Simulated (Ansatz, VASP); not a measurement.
## As: VASP beside Ansatz

```
As
1.0
     0.00000    3.08971    3.08971
     3.08971    0.00000    3.08971
     3.08971    3.08971    0.00000
As
2
Direct
  0.12500 0.12500 0.12500
  0.87500 0.87500 0.87500
```

Alike in both runs: task single point; functional BLYP; k mesh 10 × 10 × 10; occupations fermi-dirac, width 0.1 eV; no spin polarisation.

|  | VASP | Ansatz |
| --- | --- | --- |
| version | VASP 6.6.1 | Ansatz 0.2.0 |
| potentials or method | VASP PAW PBE potentials, release 64 (As) | plane waves (420 eV) with PAW, scalar-relativistic |
| plane-wave cutoff (eV) | 520 | 420 |
| valence electrons in the cell | 10 | 30 |

```csv
,VASP,Ansatz,Ansatz less VASP
pressure (GPa),1.9,1.7,-0.23
```

The two sets of potentials don't hold the same shells in valence.

Caveats: the PAW data sets were made with another functional, which shifts forces and pressure a little (VASP).
